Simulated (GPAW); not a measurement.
In3Sb:

```
Sb In
1.0
     4.83696    0.00000    0.00000
     0.00000    4.83696    0.00000
     0.00000    0.00000    4.83696
Sb In
1 3
Cartesian
  0.0000 0.0000 0.0000
  0.0000 2.4185 2.4185
  2.4185 0.0000 2.4185
  2.4185 2.4185 0.0000
```

The cell comes from a database or a generator and needn't be the stable form of this composition.

Base run:

| Property | Result |
| --- | --- |
| Program | GPAW 26.7.0 |
| Functional | LDA |
| Potentials or basis | the program's PAW data sets (release 1.2.1) made for this functional |
| Cutoff | 600 eV |
| Basis | pw |
| k mesh | 6 × 6 × 6 |
| Occupations | fermi-dirac, width 0.05 eV |
| Spin | no spin polarisation |

Its results: pressure -4.2 GPa.

**Question.** The run is repeated on the same cell with these changes: functional from LDA to PBEsol; potentials or basis from the program's PAW data sets (release 1.2.1) made for this functional to PAW data sets generated in the run's folder for this functional. What comes out?

**Answer.** Pressure -2.9 GPa.

Not every run made on this cell is shown here.
